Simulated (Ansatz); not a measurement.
# Two states of NiO

```
CELL_PARAMETERS angstrom
-2.02225 0.01973 2.01830
2.07127 0.02993 2.06733
0.01020 4.17293 0.04967
ATOMIC_POSITIONS crystal
Ni 0.99324 0.99632 0.01046
Ni 0.53968 0.50290 0.47934
O 0.00813 0.98456 0.51870
O 0.51114 0.52164 0.99759
```

Single point in Ansatz 0.2.0 with PBE. Cutoff 420 eV, PAW datasets, 6×6×4 (shifted by 0.5, 0, 0.5 steps) k mesh, fermi-dirac filling (width 0.1 eV).

State A: Ni1 up, Ni2 up (collinear spin). State B: Ni1 up, Ni2 down (collinear spin).

Q: Which state is lower, and how do they differ?

A: State A is lower by 16.2 meV an atom at zero smearing; in free energy at this smearing B lies +13.8 meV an atom from A.

```json
{"state": "A", "free energy (meV/atom)": "0.0", "largest moment in a small sphere (μB)": "1.36", "net moment (μB/cell)": "3.19", "gap on mesh (eV)": "metal", "pressure (GPa)": "15.6", "largest force (eV/Å)": "1.01"}
{"state": "B", "free energy (meV/atom)": "13.8", "largest moment in a small sphere (μB)": "1.33", "net moment (μB/cell)": "0.49", "gap on mesh (eV)": "metal", "pressure (GPa)": "15.2", "largest force (eV/Å)": "0.97"}
```

Origin: a strained cell with displaced atoms, so it need not be a known compound. Caveats: semilocal functionals often miss the gap of such magnets; the k mesh is coarse if the cell is a metal; atoms or cell far from equilibrium.
